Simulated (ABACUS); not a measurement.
As:

```
As
1.0
     1.88080    1.08588    3.51406
    -1.88080    1.08588    3.51406
     0.00000   -2.17176    3.51406
As
2
Direct
  0.22600 0.22600 0.22600
  0.77400 0.77400 0.77400
```

| Item | Value |
| --- | --- |
| Program | ABACUS 3.10.1 |
| Task | single point |
| Functional | PBE |
| Potentials or basis | PseudoDojo NC SR 0.4.1 PBE standard |
| Cutoff | 1143 eV |
| Density cutoff | 4572 eV |
| Basis | plane waves |
| k mesh | 9 × 9 × 9 |
| Occupations | fermi-dirac, width 0.05 eV |
| Spin | no spin polarisation |

On this cell: pressure 3.8 GPa; largest force 0.440 eV/Å; band gap on the k mesh none (metal or under the smearing width).

The same run follows on a disturbed copy (atoms moved at random, drawn with an rms of 0.05 Å):

```
As
1.0
     1.88080    1.08588    3.51406
    -1.88080    1.08588    3.51406
     0.00000   -2.17176    3.51406
As
2
Direct
  0.21182 0.22474 0.23282
  0.77552 0.77550 0.76813
```

**Question.** What does the disturbed cell give?

**Answer.** The energy (extrapolated to zero smearing) moves by +9.7 meV/atom; pressure 4.4 GPa; largest force 0.728 eV/Å; band gap on the k mesh none (metal or under the smearing width).

Forces on the atoms (eV/Å):
```
As   0.131  0.293  0.654
As  -0.131 -0.293 -0.654
```

Stress tensor (GPa, compression positive):
```
 4.04 -0.24  0.63
-0.24  5.26  1.36
 0.63  1.36  3.97
```
